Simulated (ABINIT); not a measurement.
The system is HfO2.

```
Hf O
1.0
     0.00000    2.55750    2.55750
     2.55750    0.00000    2.55750
     2.55750    2.55750    0.00000
Hf O
1 2
Direct
  0.00000 0.00000 0.00000
  0.75000 0.75000 0.75000
  0.25000 0.25000 0.25000
```

Measurements of this composition are mostly on another form, of space group No. 14.

Program: ABINIT 10.8.3 (patched build). Alike in all runs: potentials or basis JTH PAW PBE v2.0; no spin polarisation; cell as given; smearing fermi-dirac 0.05 eV.

Task: Order these runs on this cell by their band gap on the k mesh, lowest first.
A. level rPW86PBE; k mesh 9 × 9 × 9; cutoff (eV) 626; fine-grid cutoff 1224.51 eV; mesh quality not flagged
B. level PBEsol; k mesh 12 × 12 × 12; cutoff (eV) 626; fine-grid cutoff 1224.51 eV; mesh quality not flagged
C. level r2SCAN; k mesh 7 × 7 × 7; cutoff (eV) 762; fine-grid cutoff 1360.57 eV; mesh quality not flagged
D. level PBE; k mesh 5 × 5 × 5; cutoff (eV) 626; fine-grid cutoff 1224.51 eV; mesh quality coarse

Result: B (3.60 eV), A (3.86 eV), D (4.02 eV), C (4.41 eV).

Caveats: some runs use coarse meshes; spin-orbit coupling is left out, which moves the levels of the heavy elements; an odd mesh through Γ misses points on the zone boundary, where band edges often lie (some runs); the mesh misses the band edges, which the band path finds closer together (some runs).

A k mesh can miss the band edges, odd and even meshes differently.
